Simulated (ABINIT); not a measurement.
Crystal: C.

```xyz
2
Lattice="0.0000 1.7834 1.7834 1.7834 0.0000 1.7834 1.7834 1.7834 0.0000" Properties=species:S:1:pos:R:3 pbc="T T T"
C     2.6751    2.6751    2.6751
C     1.7834    1.7834    1.7834
```

This isn't the form of C at room conditions, which is graphite.

Base run:

```yaml
Program: ABINIT 10.8.3 (patched build)
Functional: PBE
Potentials_or_basis: PseudoDojo NC SR PBE v0.4.1 standard
Cutoff: 844 eV
k_mesh: 10 × 10 × 10
Occupations: fermi-dirac, width 0.05 eV
Spin: no spin polarisation
```

Its results: band gap on the k mesh 4.22 eV, indirect (least direct gap 5.63 eV).

The run is repeated on the same cell with these changes: functional from PBE to LDA; potentials or basis from PseudoDojo NC SR PBE v0.4.1 standard to PseudoDojo NC SR LDA v0.4.1 standard. What comes out?

Band gap on the k mesh 4.17 eV, indirect (least direct gap 5.57 eV).

A k mesh can miss the band edges.
